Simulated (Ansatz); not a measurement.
## Ti: changes ranked by their effect on the pressure

```
CELL_PARAMETERS angstrom
0.00000 2.03000 2.03000
2.03000 0.00000 2.03000
2.03000 2.03000 0.00000
ATOMIC_POSITIONS crystal
Ti 0.00000 0.00000 0.00000
```

The cell is COD entry 1534878, as deposited and not checked against the literature; nothing was relaxed.

The calculation used DFT, PBE, all-electron LAPW, scalar-relativistic in Ansatz 0.2.0.

Numerical set-up: a Γ-centred 15×15×15 k mesh, Fermi–Dirac smearing of 0.05 eV, basis error target 0.25 meV/atom, no spin polarisation.

In this reference run the pressure is 4.5 GPa (positive in compression). Each change below is made alone, on the same k mesh, with fractional coordinates held unless an atom is moved; x, y and z are the Cartesian axes.

Order the changes by the shift of the pressure, most negative first.
A. equal xy, yz and zx engineering shear strains of +3 %
B. volume scaled by 0.99
C. volume scaled by 1.02
D. volume scaled by 1.03
E. functional lda
F. volume scaled by 1.01

E (-9.3 GPa), D (-3.5 GPa), C (-2.4 GPa), F (-1.2 GPa), A (+0.1 GPa), B (+1.3 GPa).
